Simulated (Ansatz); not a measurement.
# Bi2Te3 (Tellurobismuthite) (R-3m) in Ansatz: a series of runs

One crystal, Bi2Te3 (Tellurobismuthite), is run at these levels: PBE; tasks: relaxation of cell and atoms.

All numbers are computed with Ansatz 0.2.0; they aren't measurements. Logs are shortened: lines on timing, memory, paths and dates and some standing lists are left out, and cuts for length are marked.

### Step 1. Starting point

The structure is trigonal, space group R-3m (No. 166). Conventional cell: a = 4.386 Å, b = 4.386 Å, c = 30.497 Å, α = 90.00°, β = 90.00°, γ = 120.00°. Bi (site symmetry 3m) is surrounded by 6 Te at 3.07 to 3.25 Å. Te (site symmetry 3m) has 3 Bi at 3.07 Å as nearest neighbours. Te (site symmetry -3m) has 6 Bi at 3.25 Å as nearest neighbours.

### Step 2. Relaxation of cell and atoms, PBE

File input.yaml:

```yaml
crystal:
  lattice:
    - [2.193, 1.2661291403, 10.1656666667]
    - [-2.193, 1.2661291403, 10.1656666667]
    - [0.0, -2.5322582807, 10.1656666667]
  atoms:
    - { symbol: Bi, position: [0.6, 0.6, 0.6] }
    - { symbol: Bi, position: [0.4, 0.4, 0.4] }
    - { symbol: Te, position: [0.7905, 0.7905, 0.7905] }
    - { symbol: Te, position: [0.2095, 0.2095, 0.2095] }
    - { symbol: Te, position: [0.0, 0.0, 0.0] }
hamiltonian:
  xc: pbe
  pseudopotentials: { kind: nc, accuracy: standard }
kpoints:
  mp_grid: { grid: [7, 7, 7] }
scf:
  occupations: { method: fermi_dirac, width: 0.05 }
output:
  forces: true
  stress: true
  eigenvalues: true
relax:
  f_tol: 0.01
  max_steps: 40
  cell: { stress_tol: 0.05 }
```

Potentials or basis: PseudoDojo standard (PBE files).

The run is started by

```sh
> ansatz run input.yaml --threads 2 --pin off --max-ram 5632MiB --backend cpu --events-out ev --progress --plain --runs-dir out
```

The program printed:

```text
Warning: RAYON_NUM_THREADS=2 ignored (pool sized by the plan → 2); use --threads N
basis.fft_grid_basis auto: the FFT boxes are laid along the combinations [[1, 0, -1], [0, 1, -1], [0, 0, 1]] of the cell's own vectors, 4.386, 4.386 and 10.476 Å long. The dense box has 48×48×120 points. Along the cell's own vectors, as sized, it would have 120×120×120, 6.25 times as many. Of the 12 symmetry operations that the crystal satisfies within crystal.symmetry.tolerance (time reversal apart; of a slab, those that keep its plane) the dense box along the cell's own vectors carries 12, and the one as laid loses 8 of those. basis.fft_grid_basis: typed keeps the cell's own vectors: state it where this run's energies or levels are differenced outside the engine with another run's, or held beside a run that keeps those vectors.
Engine: ansatz 0.2.0, x86_64-unknown-linux-gnu
Pseudopotentials: kind: nc
Pseudopotential: Bi, nc, valence charge 15, recommended cutoff 897.975746 eV (normal), Bi.nc.azcp (PseudoDojo's, or run here from an input of PseudoDojo's; its table is named by hamiltonian.pseudopotentials.accuracy)
Pseudopotential: Te, nc, valence charge 16, recommended cutoff 1120 eV (normal), Te.nc.azcp (PseudoDojo's, or run here from an input of PseudoDojo's; its table is named by hamiltonian.pseudopotentials.accuracy)
Functional definition: PBE
  parameter kappa = 0.804
  parameter beta = 0.06672455060314922
  exchange = pbe_x(kappa = kappa, mu = beta*pi^2/3)
  correlation = pbe_c(beta = beta)
Crystal: 5 atoms, lattice volume = 169.357 Å³
Basis set: ecut = 1120 eV, 14359 PW (Γ), FFT grids on a1−a3, a2−a3, a3, exchange–correlation on 96×96×240 points (8 copies of the dense FFT grid, shifted against one another)
Bands: 47, of which v1, the nominal top of the filled ones, is band 39 counted from 1 (38 counted from 0)
Symmetry: 12 space group operations
Space group: R-3m (ITA 166), of the structure as read, at distance tolerance 5.5e-5 Å
k-points: 44 of 343
Non-local potential: Bi, projectors of the file, l = 0: 3, l = 1: 2, l = 2: 2, l = 3: 1
Non-local potential: Te, projectors of the file, l = 0: 3, l = 1: 2, l = 2: 2, l = 3: 2
Initial density: superposition of atomic densities (chi_scale 0.1, normalization cell, long waves kept (reshape's long-wave potential 0.06 eV rms))
Initial wavefunctions: pseudopotential atomic-orbital guess
Functional: x = pbe(κ = 0.804, μ = 0.2195149727645171), c = pbe(β = 0.06672455060314922)
SCF iter   1: F=—  HF=-13007.161843 eV  |F-HF|=—  |Δ(HF+E_count)|=         —  Δρ=1.60e-2  dr2=6.66e-1  ethr=3.10e-3  ⟨swp⟩=8.9  Hψ=8337  notcnv=0
preconditioner: auto → Resta (q_TF=auto, 2.398 Å⁻¹)  ε∞=4.2  [insulator: Δε(μ)=0.349 eV  Ē_g=8.464 eV  σ=0.050 eV  W_gap=0.94  n_scr=42 (ndim 8)  ℏωp=15.1 eV  f_vac=0.006  D(μ)=0.01/eV (n_scr^D=0)  ε∞_Penn≈4.2]
SCF iter   2: F=—  HF=-13007.055892 eV  |F-HF|=—  |Δ(HF+E_count)|=   1.06e-1  Δρ=8.45e-3  dr2=1.45e-1  ethr=8.54e-4  ⟨swp⟩=2.2  Hψ=2715  notcnv=0  defer=52
SCF iter   3: F=—  HF=-13007.047515 eV  |F-HF|=—  |Δ(HF+E_count)|=   8.38e-3  Δρ=2.16e-3  dr2=1.25e-2  ethr=1.86e-4  ⟨swp⟩=3.0  Hψ=2718  notcnv=0  defer=59
SCF iter   4: F=—  HF=-13007.050132 eV  |F-HF|=—  |Δ(HF+E_count)|=   2.62e-3  Δρ=9.84e-4  dr2=1.03e-2  ethr=1.60e-5  ⟨swp⟩=2.1  Hψ=2506  notcnv=0  defer=59
SCF iter   5: F=—  HF=-13007.049472 eV  |F-HF|=—  |Δ(HF+E_count)|=   6.60e-4  Δρ=2.87e-4  dr2=1.85e-4  ethr=1.32e-5  ⟨swp⟩=1.7  Hψ=2102  notcnv=0  defer=59
SCF iter   6: F=—  HF=-13007.049587 eV  |F-HF|=—  |Δ(HF+E_count)|=   1.15e-4  Δρ=9.56e-5  dr2=2.11e-5  ethr=2.37e-7  ⟨swp⟩=2.0  Hψ=2651  notcnv=0  defer=59
SCF iter   7: F=—  HF=-13007.049867 eV  |F-HF|=—  |Δ(HF+E_count)|=   2.79e-4  Δρ=2.36e-5  dr2=1.20e-6  ethr=2.71e-8  ⟨swp⟩=2.0  Hψ=2689  notcnv=0  defer=59
SCF iter   8: F=-13007.049869 eV  HF=-13007.049869 eV  |F-HF|=4.21e-8  |Δ(HF+E_count)|=   2.15e-6  Δρ=6.36e-6  dr2=6.86e-8  ethr=1.28e-10  ⟨swp⟩=10.8  Hψ=10302  notcnv=0
SCF 1 converged in 8 iterations: F = -13007.049869 eV  dr2 = 6.86e-8
relax step   1: F+E_penalty+E_count = -13007.04986870 eV  Δ(F+E_penalty+E_count) = +0.000e0 eV  max|allowed force component| = 4.113e-2 eV/Å  Δτ_max = 0.0000 Å  P = +1.844 GPa  Ω = 169.357 Å³  (8 SCF iters, dr2 threshold 1.00e-7 eV, accepted)
Crystal: 5 atoms, lattice volume = 180.258 Å³
Basis set: ecut = 1120 eV, 15369 PW (Γ), FFT grids on a1−a3, a2−a3, a3, exchange–correlation on 96×96×240 points (8 copies of the dense FFT grid, shifted against one another)
Initial density: handed on by an earlier stage of this run
Initial wavefunctions: those handed on with the density
iter 1 solved again at ethr=7.75e-6 eV; its pass at ethr=3.10e-3 eV (dr2=6.04e-3 eV) is discarded
SCF iter   1: F=—  HF=-13007.087946 eV  |F-HF|=—  |Δ(HF+E_count)|=         —  Δρ=1.19e-3  dr2=5.91e-3  ethr=7.75e-6  ⟨swp⟩=2.1  Hψ=12184  notcnv=0
preconditioner: auto → Resta (q_TF=auto, 2.373 Å⁻¹)  ε∞=4.2  [insulator: Δε(μ)=0.288 eV  Ē_g=8.196 eV  σ=0.050 eV  W_gap=0.89  n_scr=42 (ndim 8)  ℏωp=14.6 eV  f_vac=0.028  D(μ)=0.02/eV (n_scr^D=0)  ε∞_Penn≈4.2]
SCF iter   2: F=—  HF=-13007.087121 eV  |F-HF|=—  |Δ(HF+E_count)|=   8.25e-4  Δρ=6.51e-4  dr2=1.64e-3  ethr=7.57e-6  ⟨swp⟩=1.7  Hψ=2252  notcnv=0
SCF iter   3: F=—  HF=-13007.087040 eV  |F-HF|=—  |Δ(HF+E_count)|=   8.10e-5  Δρ=3.85e-4  dr2=5.35e-4  ethr=2.10e-6  ⟨swp⟩=1.3  Hψ=2116  notcnv=0
SCF iter   4: F=—  HF=-13007.087073 eV  |F-HF|=—  |Δ(HF+E_count)|=   3.26e-5  Δρ=1.23e-4  dr2=7.62e-5  ethr=6.85e-7  ⟨swp⟩=2.2  Hψ=2779  notcnv=0
SCF iter   5: F=—  HF=-13007.087361 eV  |F-HF|=—  |Δ(HF+E_count)|=   2.89e-4  Δρ=4.05e-5  dr2=3.30e-6  ethr=9.77e-8  ⟨swp⟩=2.0  Hψ=3023  notcnv=0
[... 61 lines left out ...]
SCF iter   7: F=—  HF=-13007.110690 eV  |F-HF|=—  |Δ(HF+E_count)|=   3.42e-9  Δρ=2.31e-7  dr2=1.84e-10  ethr=3.10e-12  ⟨swp⟩=2.0  Hψ=2687  notcnv=0
SCF iter   8: F=-13007.110690 eV  HF=-13007.110690 eV  |F-HF|=1.46e-11  |Δ(HF+E_count)|=  2.96e-10  Δρ=6.81e-8  dr2=1.89e-11  ethr=1.00e-12  ⟨swp⟩=5.4  Hψ=7868  notcnv=0
SCF 7 converged in 8 iterations: F = -13007.110690 eV  dr2 = 1.89e-11
relax step   7: F+E_penalty+E_count = -13007.11069016 eV  Δ(F+E_penalty+E_count) = -3.675e-5 eV  max|allowed force component| = 7.294e-4 eV/Å  Δτ_max = 0.0074 Å  P = +0.004 GPa  Ω = 181.943 Å³  energy of the carried Pulay correction = -1.006e-3 eV  (8 SCF iters, accepted)
Basis set: ecut = 1120 eV, 15417 PW (Γ), FFT grids on a1−a3, a2−a3, a3, exchange–correlation on 100×100×240 points (8 copies of the dense FFT grid, shifted against one another)
Initial wavefunctions: pseudopotential atomic-orbital guess (no wavefunctions were taken with the density)
iter 1 solved again at ethr=4.76e-7 eV; its pass at ethr=3.10e-3 eV (dr2=3.71e-4 eV) is discarded
SCF iter   1: F=—  HF=-13007.111838 eV  |F-HF|=—  |Δ(HF+E_count)|=         —  Δρ=1.06e-4  dr2=1.05e-6  ethr=4.76e-7  ⟨swp⟩=3.1  Hψ=14012  notcnv=0
preconditioner: auto → Resta (q_TF=auto, 2.369 Å⁻¹)  ε∞=4.1  [insulator: Δε(μ)=0.479 eV  Ē_g=8.255 eV  σ=0.050 eV  W_gap=0.98  n_scr=44 (ndim 8)  ℏωp=14.6 eV  f_vac=0.035  D(μ)=0.00/eV (n_scr^D=0)  ε∞_Penn≈4.1]
SCF iter   2: F=—  HF=-13007.111672 eV  |F-HF|=—  |Δ(HF+E_count)|=   1.66e-4  Δρ=5.40e-5  dr2=2.79e-7  ethr=1.34e-9  ⟨swp⟩=2.3  Hψ=3785  notcnv=0
SCF iter   3: F=—  HF=-13007.111672 eV  |F-HF|=—  |Δ(HF+E_count)|=   4.06e-7  Δρ=1.97e-6  dr2=5.49e-9  ethr=3.57e-10  ⟨swp⟩=2.0  Hψ=3641  notcnv=0
SCF iter   4: F=—  HF=-13007.111672 eV  |F-HF|=—  |Δ(HF+E_count)|=   1.10e-9  Δρ=9.55e-7  dr2=4.47e-10  ethr=7.04e-12  ⟨swp⟩=2.2  Hψ=3798  notcnv=0
SCF iter   5: F=—  HF=-13007.111672 eV  |F-HF|=—  |Δ(HF+E_count)|=  6.37e-11  Δρ=5.83e-7  dr2=1.20e-10  ethr=1.00e-12  ⟨swp⟩=6.6  Hψ=8432  notcnv=0
SCF iter   6: F=-13007.111672 eV  HF=-13007.111672 eV  |F-HF|=7.28e-12  |Δ(HF+E_count)|=  1.27e-11  Δρ=6.55e-8  dr2=2.03e-12  ethr=1.00e-12  ⟨swp⟩=4.1  Hψ=7399  notcnv=0
SCF 8 converged in 6 iterations: F = -13007.111672 eV  dr2 = 2.03e-12
relax step   8: F+E_penalty+E_count = -13007.11167223 eV  Δ(F+E_penalty+E_count) = -9.821e-4 eV  max|allowed force component| = 7.307e-4 eV/Å  Δτ_max = 0.0000 Å  P = +0.002 GPa  Ω = 181.943 Å³  stress off target by 2.87e-3 GPa  SCF on the basis re-selected at this cell (its energy is not comparable with the rows above)  (6 SCF iters)
basis re-selected at this cell: Δ(F+E_penalty+E_count) = -9.821e-4 eV, ΔP = -0.003 GPa vs the last step (what re-selecting the basis moved, of the pressure what is left beyond the Pulay correction that the steps carried, after the strain that the cell walked since its last selection, with what the two solves' SCF thresholds leave and, on support functions, any second-order correction that the steps lacked; it is no measure of the basis error at this ecutwfc). The dense FFT grid was sized anew with the basis: this SCF ran on 50×50×120 points, the steps before it on 48×48×120, so part of this shift can come from that change (see relax.cell in the input reference). This SCF's stress stands 2.87e-3 GPa from its target on what of the cell is left free (relax.cell.stress_tol is 5.00e-2 GPa) and its largest allowed force component is 7.31e-4 eV/Å (relax.f_tol is 1.00e-2 eV/Å): within both
SCF converged after 6 iterations
Free energy (F): -13007.111672 eV
Harris-Foulkes:  -13007.111672 eV  (|F-HF|=7.28e-12)
Internal energy: -13007.111601 eV  (E = F + TS)
E sigma→0 (E₀):  -13007.111637 eV
Entropy (-TS):   -0.000071 eV (-0.014 meV/atom)
Fermi energy:    8.495009 eV
--- Per-component energies (eV) ---
  E_band       = -1048.788885
  E_kinetic    = 6776.032163
  E_local      = -9378.581729  (includes V_loc(G=0)·N_el)
  E_nonlocal   = -3245.857081
  E_hartree    = 3353.626661
  E_xc         = -3169.063161
  E_vxc        = -1907.635595  (∫ρ·V_xc dr)
  E_ewald      = -7343.268454
  E_smearing   = -0.000071  (= −TS)
  E_closure    = 0.000000  (closes the sum)
  Σ components = -13007.111672   (vs F -13007.111672, Δ=0.00e0)
--- Forces (eV/Å), atoms counted from 1 ---
  atom   1  Bi    -0.00000000     0.00000000    -0.00073070
  atom   2  Bi     0.00000000    -0.00000000     0.00073070
  atom   3  Te    -0.00000000     0.00000000    -0.00065729
  atom   4  Te     0.00000000    -0.00000000     0.00065729
  atom   5  Te     0.00000000    -0.00000000     0.00000000
  max |Σ_I F_I| component: 2.31e-18 eV/Å
--- Stress (GPa, compression-positive) ---
        0.002867       0.000000       0.000000
        0.000000       0.002867       0.000000
        0.000000       0.000000      -0.001002
  P = ⅓ Tr σ = 0.0016 GPa (0.016 kbar)
--- Band table (eV; the first three rows and the last of 44) ---
  k-point 0: bands = ["-28.1302", "-28.1302", "-28.1300", "-28.1300", "-28.1192", "-28.1192", "-28.1178", "-28.1178", "-28.1145", "-28.1144", "-27.9971", "-27.9898", "-27.9898", "-27.9632", "-27.9632", "-14.6961", "-14.6961", "-14.6950", "-14.6950", "-14.6894", "-14.6884", "-14.6853", "-14.6853", "-14.6844", "-14.6844", "-4.5819", "-4.0172", "-2.5685", "-0.5122", "0.1567", "6.3851", "6.4701", "6.7850", "6.7850", "6.9187", "6.9187", "7.6087", "7.6087", "8.2400", "8.7190", "9.2830", "9.2830", "10.2723", "10.4769", "10.4769", "13.4478", "14.2654"]
  k-point 1: bands = ["-28.1302", "-28.1300", "-28.1300", "-28.1298", "-28.1193", "-28.1192", "-28.1179", "-28.1178", "-28.1144", "-28.1143", "-27.9970", "-27.9899", "-27.9899", "-27.9632", "-27.9630", "-14.6971", "-14.6958", "-14.6940", "-14.6929", "-14.6884", "-14.6873", "-14.6865", "-14.6858", "-14.6854", "-14.6843", "-4.4135", "-3.8687", "-2.4664", "-0.6327", "-0.0482", "5.5414", "5.6767", "6.2873", "6.3135", "6.8233", "7.2722", "7.4584", "7.5258", "7.7701", "9.5070", "9.7766", "9.8006", "10.3018", "10.5380", "11.0191", "13.0626", "13.6537"]
  k-point 2: bands = ["-28.1302", "-28.1299", "-28.1297", "-28.1293", "-28.1194", "-28.1193", "-28.1182", "-28.1177", "-28.1141", "-28.1141", "-27.9968", "-27.9900", "-27.9899", "-27.9632", "-27.9626", "-14.7001", "-14.6985", "-14.6900", "-14.6899", "-14.6887", "-14.6881", "-14.6857", "-14.6848", "-14.6841", "-14.6836", "-3.9254", "-3.4607", "-2.2193", "-1.0997", "-0.5775", "4.4345", "5.1355", "5.4299", "5.7516", "6.2375", "6.4380", "7.4266", "7.5632", "7.7387", "9.3764", "9.9636", "10.0714", "11.0029", "11.2120", "12.2209", "12.3634", "14.1104"]
  k-point 43: bands = ["-28.1302", "-28.1300", "-28.1300", "-28.1298", "-28.1193", "-28.1192", "-28.1179", "-28.1178", "-28.1144", "-28.1143", "-27.9970", "-27.9899", "-27.9899", "-27.9632", "-27.9630", "-14.6971", "-14.6958", "-14.6940", "-14.6929", "-14.6884", "-14.6874", "-14.6865", "-14.6858", "-14.6854", "-14.6843", "-4.3516", "-3.9954", "-2.2589", "-1.0009", "0.1889", "5.4042", "6.0107", "6.3596", "6.3838", "6.6351", "6.6516", "7.5803", "7.6975", "8.1224", "9.0682", "9.5674", "9.9492", "10.4962", "10.7143", "11.0564", "13.2189", "13.7753"]
--- Relaxed structure (7 steps of the walk, 7 accepted, 1 SCFs on fresh bases) ---
  F+E_penalty+E_count = -13007.11167223 eV   max|allowed force component| = 7.307e-4 eV/Å   (the final SCF, on the basis selected at the relaxed cell)
  cell:  # Å, volume = 181.9425 Å³
    - [2.224136535028084, 1.2841058271955388, 10.617462700938246]
    - [-2.224136535028084, 1.2841058271955388, 10.617462700938246]
    - [8.842895122412923e-33, -2.568211654443299, 10.61746270093193]
  atoms:
    - { symbol: Bi, position: [0.6022967398352927, 0.6022967398352927, 0.6022967398352927] }
    - { symbol: Bi, position: [0.39770326016470714, 0.39770326016470714, 0.39770326016470714] }
    - { symbol: Te, position: [0.7850486114253741, 0.7850486114253741, 0.785048611425374] }
    - { symbol: Te, position: [0.2149513885746259, 0.2149513885746259, 0.2149513885746259] }
    - { symbol: Te, position: [-4.550541957540405e-20, -4.5505419575404054e-20, -4.5505419574007075e-20] }
```

Wall time 1.7 min (2 threads of AMD EPYC 9R45 (Zen 5), shared host); peak memory 1.5 GiB.

Results:

- Free energy: -13007.1117 eV
- Relaxed volume: 36.39 Å³/atom
- Relaxed cell: a = 10.924 Å, b = 10.924 Å, c = 10.924 Å, α = 23.50°, β = 23.50°, γ = 23.50°
- Space group after relaxing (to 0.05 Å): R-3m (No. 166)
- Energy gained by relaxing: 12.4 meV/atom
- Ionic steps: 8
- Pressure after relaxing: 0.0 GPa
- Band gap on the k mesh: 0.48 eV, direct

Step by step:
```
step  energy change (eV)  largest force (eV/Å)  volume (Å³)
   1              0.0000                0.0411       169.36
   2             -0.0375                0.1941       180.26
   3             -0.0528                0.0400       178.39
   4             -0.0572                0.0599       179.37
   5             -0.0601                0.0349       180.63
   6             -0.0608                0.0069       181.62
   7             -0.0608                0.0007       181.94
   8             -0.0618                0.0007       181.94
```

Final structure:
```xyz
5
Lattice="2.2241 1.2841 10.6175 -2.2241 1.2841 10.6175 0.0000 -2.5682 10.6175" Properties=species:S:1:pos:R:3 pbc="T T T"
Bi    0.0000    0.0000   19.1846
Bi    0.0000    0.0000   12.6678
Te    0.0000    0.0000   25.0057
Te    0.0000    0.0000    6.8467
Te    0.0000    0.0000    0.0000
```

Caveat: odd divisions of the mesh miss points on the zone boundary, where band edges often lie, so the gap on the mesh can be too wide; the plane-wave basis is chosen anew once the cell has moved, so the energies of steps on either side of that aren't comparable; spin-orbit coupling is left out, which as a rule narrows the gap of such compounds by several tenths of an eV. PBE usually gives volumes a little too large and moduli too small.

### Step 3. Relaxation of cell and atoms, PBE

Changes to input.yaml since step 2:

```diff
@@ -13,3 +13,3 @@
   xc: pbe
-  pseudopotentials: { kind: nc, accuracy: standard }
+  pseudopotentials: { kind: nc, accuracy: stringent }
 kpoints:
```

Potentials or basis: PseudoDojo stringent (PBE files).

The run is started by

```sh
> ansatz run input.yaml --threads 2 --pin off --max-ram 5632MiB --backend cpu --events-out ev --progress --plain --runs-dir out
```

It took 4.5 min on 2 threads of AMD EPYC 9R45 (Zen 5), shared host; peak memory 2.6 GiB.

The run converged. Its results:

| Property | Result |
| --- | --- |
| Free energy | -35540.3028 eV |
| Relaxed volume | 36.51 Å³/atom |
| Relaxed cell | a = 10.955 Å, b = 10.955 Å, c = 10.955 Å, α = 23.43°, β = 23.43°, γ = 23.43° |
| Space group after relaxing (to 0.05 Å) | R-3m (No. 166) |
| Energy gained by relaxing | 13.3 meV/atom |
| Ionic steps | 10 |
| Pressure after relaxing | 0.0 GPa |
| Band gap on the k mesh | 0.51 eV, direct |

Step by step:
```
step  energy change (eV)  largest force (eV/Å)  volume (Å³)
   1              0.0000                0.0456       169.36
   2             -0.0400                0.1985       180.64
   3             -0.0567                0.0432       178.65
   4             -0.0614                0.0655       179.66
   5             -0.0642                0.0398       180.88
   6             -0.0648                0.0055       181.71
   7             -0.0662                0.0055       181.71
   8             -0.0663                0.0022       182.19
   9             -0.0664                0.0007       182.54
  10             -0.0664                0.0007       182.54
```

Final structure:
```
Bi Te
1.0
     2.22441    1.28426   10.64974
    -2.22441    1.28426   10.64974
     0.00000   -2.56852   10.64974
Bi Te
2 3
Direct
  0.60240 0.60240 0.60240
  0.39760 0.39760 0.39760
  0.78477 0.78477 0.78477
  0.21523 0.21523 0.21523
  0.00000 0.00000 0.00000
```

Levels at points of the mesh, in eV from the valence-band top:
| k point | band 57 | band 58 | band 59 | band 60 | band 61 | band 62 |
| --- | --- | --- | --- | --- | --- | --- |
| (0.00, 0.00, 0.00) | -0.61 | -0.61 | 0.00 | 0.51 | 1.08 | 1.08 |

Caveat: odd divisions of the mesh miss points on the zone boundary, where band edges often lie, so the gap on the mesh can be too wide; the plane-wave basis is chosen anew once the cell has moved, so the energies of steps on either side of that aren't comparable; spin-orbit coupling is left out, which as a rule narrows the gap of such compounds by several tenths of an eV. A k mesh can miss the band edges.
